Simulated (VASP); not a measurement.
**Cd: relaxation of the atoms with LDA**

The system is Cd.

```
CELL_PARAMETERS angstrom
2.97887 0.00000 0.00000
-1.48944 2.57978 0.00000
0.00000 0.00000 5.61765
ATOMIC_POSITIONS crystal
Cd 0.65588 0.32948 0.76127
Cd 0.31215 0.68112 0.25800
```

The cell isn't the ideal one: atoms moved at random, drawn with an rms of 0.05 Å.

| Item | Value |
| --- | --- |
| Program | VASP 6.6.1 |
| Task | relaxation of the atoms |
| Functional | LDA |
| Potentials or basis | VASP PAW LDA potentials, release 64 (Cd) |
| Cutoff | 500 eV |
| k mesh | 10 × 10 × 5 |
| Occupations | methfessel-paxton, width 0.1 eV |
| Spin | no spin polarisation |
| Further INCAR settings | ALGO = Normal; EDIFF = 1e-06; IBRION = 2; EDIFFG = -0.005; NSW = 60 |

```
Energy gained by relaxing : 0.4 meV/atom
Ionic steps               : 9
Pressure after relaxing   : -4.0 GPa
Band gap on the k mesh    : none (metal or under the smearing width)
```

Stress tensor (GPa, compression positive):
```
-4.08 -0.01  0.00
-0.01 -4.08  0.00
 0.00  0.00 -3.74
```

The path:
| step | energy change (eV) | largest force (eV/Å) | pressure (GPa) |
| --- | --- | --- | --- |
| 1 | 0.0000 | 0.0271 | -3.95 |
| 2 | 0.0000 | 0.0256 | -3.95 |
| 3 | -0.0001 | 0.0241 | -3.95 |
| 4 | -0.0003 | 0.0184 | -3.96 |
| 5 | -0.0004 | 0.0139 | -3.96 |
| 6 | -0.0004 | 0.0155 | -3.96 |
| 7 | -0.0005 | 0.0144 | -3.96 |
| 8 | -0.0007 | 0.0110 | -3.97 |
| 9 | -0.0008 | 0.0027 | -3.97 |

Final structure:
```
Cd
1.0
     2.97887    0.00000    0.00000
    -1.48944    2.57978    0.00000
     0.00000    0.00000    5.61765
Cd
2
Direct
  0.65588 0.32948 0.76127
  0.32153 0.66352 0.26161
```

Levels at points of the mesh, in eV from the Fermi level:
```tsv
k point	band 9	band 10	band 11	band 12	band 13	band 14	band 15	band 16
(0.00, 0.00, 0.00)	-8.55	-8.29	-8.29	-2.95	-2.91	10.63	14.67	14.87
(0.50, 0.00, 0.00)	-8.03	-8.00	-2.22	-1.75	2.05	3.14	3.21	5.43
(0.00, 0.50, 0.00)	-8.03	-8.00	-2.22	-1.75	2.05	3.14	3.21	5.43
(0.50, 0.50, 0.00)	-8.03	-8.00	-2.22	-1.75	2.04	3.12	3.22	5.45
```

It took 4.5 min on 1 thread of AMD EPYC 9R45 (Zen 5), on a shared host, peak memory 0.22 GiB.
